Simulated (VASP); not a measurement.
A run of VASP 6.6.1:

The input INCAR:

```
PREC = Accurate
ENCUT = 520
EDIFF = 1E-7
ISMEAR = -1
SIGMA = 0.05
LREAL = F
LASPH = T
NELM = 80
ALGO = Normal
ISIF = 2
LWAVE = F
LCHARG = F
GGA = PS
NBANDS = 35
KPAR = 2
```

Contents of KPOINTS:

```
regular mesh
0
Gamma
  6 6 8
```

Contents of POSCAR:

```
PbO2
1.0
    4.9949598700      0.0000000000      0.0000000000
    0.0000000000      4.9949598700      0.0000000000
    0.0000000000      0.0000000000      3.4090009600
Pb O
2 4
Direct
    0.5027480000      0.5015570000      0.5175990000
   -0.0010710000      0.0065690000      0.0078740000
    0.6951090000      0.7037620000     -0.0047390000
    0.8041680000      0.1932850000      0.4959100000
    0.1880680000      0.8170620000      0.5032200000
    0.3005450000      0.3040730000      0.0142240000
```

Potentials or basis: VASP PAW PBE potentials, release 64 (Pb_d, O).

Command:

```bash
$ cat potpaw_PBE.64/Pb_d/POTCAR potpaw_PBE.64/O/POTCAR > POTCAR
$ mpirun -np 2 vasp_std > vasp.out
```

Hardware: 2 MPI ranks on AMD EPYC 9R45 96-Core Processor (Zen 5), with other jobs on the host.

Problem. Estimate the wall time of this run.

Solution. Run time: 120 s on 2 MPI ranks on AMD EPYC 9R45 96-Core Processor (Zen 5) (shared host), peak memory 0.42 GiB a rank. Counts: scf iterations 17, k points 148.
